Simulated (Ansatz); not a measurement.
## CdSe: stable or not

The cell was found from a structure generator's guess, not taken from experiment.

The calculation used Ansatz, DFT PBE, scalar-relativistic, plane waves, PAW. The final run on the 2-atom cell used 420 eV, a Γ-centred 12×12×12 mesh, 0.02 eV smearing and no spin polarisation.

```cif
data_structure
_symmetry_space_group_name_H-M 'F-43m'
_symmetry_Int_Tables_number 216
_cell_length_a 6.1948
_cell_length_b 6.1948
_cell_length_c 6.1948
_cell_angle_alpha 90.000
_cell_angle_beta 90.000
_cell_angle_gamma 90.000
_cell_volume 237.73
loop_
_atom_site_label
_atom_site_type_symbol
_atom_site_symmetry_multiplicity
_atom_site_Wyckoff_symbol
_atom_site_fract_x
_atom_site_fract_y
_atom_site_fract_z
_atom_site_occupancy
Cd1 Cd 4 a 0.00000 0.00000 0.00000 1
Se1 Se 4 c 0.25000 0.25000 0.25000 1
```

Energies over the elements count from the elements' standard structures at the same level, with no fitted energy shifts.

Q: These tests were run: energy against the elements; random kick, then relaxation without symmetry; phonons at Γ. What do they show?

A:

| test | result |
| --- | --- |
| energy against the elements | −0.633 eV/atom |
| random kick, then relaxation without symmetry | returns |
| phonons at Γ | lowest optical mode 154 cm⁻¹ |

It fails none of these tests. Whether a mixture of other phases lies lower isn't tested here. Phonons away from Γ weren't computed.

The reference form of Se is held partly by dispersion forces, which this level lacks. The kick test ran on a coarse mesh. The run for the phonons used a 12×12×12 k mesh.
